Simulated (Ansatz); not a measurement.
Ru:

```
Ru
1.0
     2.70580    0.00000    0.00000
    -1.35290    2.34329    0.00000
     0.00000    0.00000    4.28190
Ru
2
Direct
  0.66667 0.33333 0.75000
  0.33333 0.66667 0.25000
```

Program: Ansatz 0.2.0. Alike in all runs: no spin polarisation; cell as given; k mesh 11 × 11 × 6; smearing fermi-dirac 0.05 eV.

Problem. Order these runs on this cell by their pressure, lowest first.
A. level PBE; potentials or basis JTH PAW; cutoff (eV) 1800; points for each segment of the path 14
B. level PBEsol; potentials or basis Ansatz PAW; cutoff (eV) 420; points for each segment of the path 14
C. level LDA; potentials or basis Ansatz PAW; cutoff (eV) 420; points for each segment of the path 14
D. level revPBE; potentials or basis Ansatz PAW; cutoff (eV) 420; points for each segment of the path 14
E. level PBE; potentials or basis Ansatz PAW; cutoff (eV) 250

Solution. C (-12.2 GPa), B (-6.2 GPa), A (4.4 GPa), D (7.8 GPa), E (15.1 GPa).

Caveats: the PAW data sets come from PBE, with cores solved anew for the run's functional, which leaves a small shift of forces and pressure (some runs); so large a pressure means that the cell lies far from this level's equilibrium, or that cutoff or potentials fall short (some runs); the pressure holds a Pulay correction of +117.6 GPa for the finite cutoff (some runs); the cutoff lies under the one recommended for these potentials (some runs).
